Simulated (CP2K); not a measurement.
The system is As.

```xyz
1
Lattice="2.7037 0.0000 0.0000 0.0000 2.7037 0.0000 0.0000 0.0000 2.7037" Properties=species:S:1:pos:R:3 pbc="T T T"
As    1.3518    1.3518    1.3518
```

This isn't the form of As at room conditions, which is rhombohedral.

Base run:

- Program: CP2K 2026.2
- Functional: PBE
- Potentials or basis: GTH_POTENTIALS As GTH-PADE-q5; DZVP-MOLOPT-SR-GTH basis
- Density cutoff: 6123 eV
- k mesh: 10 × 10 × 10
- Occupations: fermi-dirac, width 0.05 eV
- Spin: no spin polarisation

Its results: band gap on the k mesh none (metal or under the smearing width); pressure -1.3 GPa.

Q: The run is repeated on the same cell with these changes: potentials or basis from GTH_POTENTIALS As GTH-PADE-q5; DZVP-MOLOPT-SR-GTH basis to GTH_POTENTIALS As GTH-PBE-q5; DZVP-MOLOPT-SR-GTH basis; potentials from As GTH-PADE-q5 of GTH_POTENTIALS to As GTH-PBE-q5 of GTH_POTENTIALS. What comes out?

A: Band gap on the k mesh none (metal or under the smearing width); pressure 2.7 GPa.

Caveats: the basis of atomic orbitals isn't converged, which shifts pressures, moduli and gaps; the potentials were made for another functional, which shifts forces and pressure (some runs).
